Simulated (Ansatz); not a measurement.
# PbSe (Clausthalite): the dielectric response by several routes, part 2 of 2

Wanted: ε∞ of PbSe (Clausthalite) from perturbation theory, a sum over states and the RPA step of G0W0, with cost.

Ansatz 0.2.0; linear response on PBE, plane waves, PAW. Known limits of the many-body steps: not at the basis limit; model gap, bands may invert with spin-orbit coupling; screening runs away on this mesh; no spin-orbit coupling; coarse k mesh.

So far. Step 2 (Response to a homogeneous field): One over ε∞ averages 0.05, well under the quarter of exact exchange in PBE0, which by this rule of thumb may open the gap too far. Step 3 (Independent-particle spectrum): The sum gives ε∞ = 22.88 without local fields.

### Step 3. Independent-particle spectrum (continued)

Level of this step: independent-particle optics on PBE, plane waves, PAW; PAW set soft_1 (Ansatz).

The loss function, xx=yy=zz has structure finer than the step of the table below, so its rows give means over 1 eV, whole bins alone (the curve runs from 0 to 25 eV). Peaks (eV: height): 15.1: 2.87, 21.5: 1.53.

Independent particles, no local fields, Gaussian width 0.2 eV. The loss function, xx=yy=zz by photon energy; means over each step:

photon energy (eV), loss function, xx=yy=zz and a bar:
```
        1       0.01 
        2       0.01 
        3       0.03 
        4       0.06 #
        5       0.12 #
        6       0.29 ###
        7       0.32 ###
        8       0.25 ###
        9       0.33 ####
       10       0.39 ####
       11       0.48 #####
       12       0.61 #######
       13       0.82 #########
       14       1.60 ##################
       15       2.71 ##############################
       16       1.79 ####################
       17       0.99 ###########
       18       0.68 #######
       19       1.00 ###########
       20       1.00 ###########
       21       1.06 ############
       22       1.08 ############
       23       0.65 #######
       24       0.43 #####
```

Independent particles, no local fields, Gaussian width 0.2 eV. Table of ε₁, xx=yy=zz by photon energy:

```csv
photon energy (eV),"ε₁, xx=yy=zz"
0,22.8
1,26.5
2,33.5
3,-14.3
4,-9.20
5,-4.31
6,-1.53
7,-0.716
8,-0.952
9,-1.03
10,-1.06
11,-0.887
12,-0.717
13,-0.566
14,-0.284
15,0.0308
16,0.282
17,0.452
18,0.717
19,0.460
20,0.495
21,0.538
22,0.458
23,0.558
24,0.661
25,0.721
```

### Step 4. RPA screening from the G0W0 run

Now the one-shot GW correction: screening in the RPA, then the self-energy of the levels asked for. This step takes PAW set soft_1 files.

This step: G0W0 on PBE, plane waves, PAW; PAW set soft_1.

File input.yaml:

```yaml
crystal:
  lattice:
    - [0.0, 3.06065, 3.06065]
    - [3.06065, 0.0, 3.06065]
    - [3.06065, 3.06065, 0.0]
  atoms:
    - { symbol: Pb, position: [0.0, 0.0, 0.0] }
    - { symbol: Se, position: [0.5, 0.5, 0.5] }
kpoints:
  mp_grid: { grid: [4, 4, 4] }
hamiltonian:
  xc: pbe
  pseudopotentials: { kind: paw, azcp: { folder: soft_1 } }
scf:
  occupations: { method: fixed }
gw:
  n_empty_bands: 368
  ecut_chi: 200.0
  qp_bands: [v2, c2]
  qp_kpoints: band_edges
  screening: { model: contour_deformation }
```

Command:

```bash
ansatz run input.yaml --threads 3 --pin off --max-ram 92160MiB --backend cuda --events-out ev --progress --plain --runs-dir out --devices 1 --max-vram 13GiB
```

Numbers of over 12 decimals in the logs are rounded to 6 here.

The program printed:

```text
GPUs: using 1 of 1 available (devices: 1).
[...]
GPU FFT provider: cuFFT
GPU libraries: cuBLAS 13.8.2, cuFFT 12.4.0, cuSOLVER 12.3.4
Crystal: 2 atoms, lattice volume = 57.342 Å³
Basis set: ecut = 420 eV, 1139 PW (Γ)
Bands: 19, of which v1, the nominal top of the filled ones, is band 15 counted from 1 (14 counted from 0)
Symmetry: 48 space group operations
[...]
k-points: 8 of 64
[...]
5    17     11.1384    -9.0292    -3.8047   -12.6959  0.7258    11.0023    11.0005  root
     7    14      4.7249   -15.6342     3.1349   -12.0609  0.6393     4.2533     4.2864  root ?
     7    15      8.1583   -17.3082     1.3912   -15.4367  0.7099     7.6244     7.6779  root ?
     7    16     10.8488    -8.6563    -3.8823   -12.4022  0.7309    10.7140    10.7124  root
     7    17     13.9029    -8.2665    -4.8196   -12.9111  0.6927    13.7313    13.7280  root
[key lines of the parts left out:]
SCF converged after 7 iterations
Free energy (F): -17379.022192 eV
Fermi energy:    8.952970 eV
```

It took 18 s on 1 × NVIDIA H100 80GB HBM3 (shared by 6 runs) with 3 threads of AMD EPYC 7R13 (Zen 3), shared host; peak memory 1.3 GiB.

Numbers from this step:

```yaml
bands_summed: 383
rpa_eps_infinity_on_this_mesh_eigenvalues: 108.1, 108.1, 108.1
plane_waves_in_the_screening_matrix: 339
g0w0_gap_on_the_mesh: 0.5340 eV
k_of_the_valence_top: 0, 0, -0.5
k_of_the_conduction_bottom: 0, 0, -0.5
starting_gap_on_the_mesh: 0.2946 eV
least_direct_g0w0_gap_on_the_computed_points: 0.5340 eV
```

The gap on the mesh goes from 0.29 eV to 0.53 eV, a correction of +0.24 eV. The program marks an edge row as in doubt. Between the two edge states, bare exchange in place of the xc potential would open the gap by 4.38 eV, and correlation takes back 4.14 eV.

Mean over the mesh in bins of 0.25 1/Å. Table of static inverse dielectric function, diagonal by length of q+G:

length of q+G (Å⁻¹), static inverse dielectric function, diagonal and a bar from the least value:
```
     0.47      0.142 
     0.81      0.248 ####
     1.25      0.397 #########
     1.54      0.490 ############
     1.78      0.558 ###############
     2.01      0.619 #################
     2.54      0.733 #####################
     2.75      0.769 ######################
     3.01      0.806 #######################
     3.50      0.865 ##########################
     3.75      0.891 ##########################
     4.01      0.911 ###########################
     4.22      0.924 ############################
     4.77      0.949 #############################
     5.01      0.957 #############################
     5.25      0.963 #############################
     5.76      0.974 #############################
     6.00      0.978 ##############################
     6.26      0.982 ##############################
     6.51      0.985 ##############################
     6.99      0.989 ##############################
     7.17      0.991 ##############################
```

### Step 5. The values together

Times are wall times on 1 × NVIDIA H100 80GB HBM3 (shared by 6 runs) with 3 threads of AMD EPYC 7R13 (Zen 3), shared host, good to a factor of about two.

```
                                          method                             mesh  ε∞, low  middle    high    mean  time
perturbation theory (local fields and xc kernel)  6×6×6 (response on 1000 points)    22.09   22.09   22.09   22.09  34 s
               sum over states (no local fields)                            6×6×6    22.88   22.88   22.88   22.88  15 s
           RPA with local fields, on the GW mesh                            4×4×4   108.11  108.11  108.11  108.11  18 s
```

### Step 6. Results

| Item | Value |
| --- | --- |
| perturbation theory (local fields and xc kernel) | 22.09, 22.09, 22.09 |
| sum over states (no local fields) | 22.88, 22.88, 22.88 |
| RPA with local fields, on the GW mesh | 108.11, 108.11, 108.11 |

Mean Born effective charge: Pb1 4.83, Se2 -4.83 e. The ε₂, xx=yy=zz has its highest peak at 2.5 eV. The most distinct maxima of the loss function, xx=yy=zz lie at 15.1 and 21.5 eV, the highest at 15.1 eV. The sum without local fields gives 22.88 in the mean against 22.09 by perturbation theory; local fields lower ε∞ and the xc kernel gives part of it back, though the sum also carries the error of its own mesh. The RPA values on the 4×4×4 mesh average 4.89 times those of perturbation theory (means 108.11 and 22.09). Without the xc kernel RPA should lie a little lower; it lies higher here. Perturbation theory sums its response on a denser mesh of its own, so the coarser sum of the GW run is the likely cause. Ions are clamped, so the lattice part of the static constant is not in these numbers.

[Paths, hosts, dates, memory and timing lines, banners, echoed tables and standing remarks are left out of the program output.]

[Logs are printed without paths, hosts, clocks, repeated set-up lines and the standing remarks that a program may print on its own settings, such as how far it seeks lower states.]

[Runs of the session that timed out or met a known fault of the program may be left out.]

[Cells called generated may have been cut or substituted from an entry of the Crystallography Open Database or the Materials Project.]

[Hosts, paths, dates, database ids (printed as entryN), source tags and the programs' standing remarks are cut or masked in the printed files.]
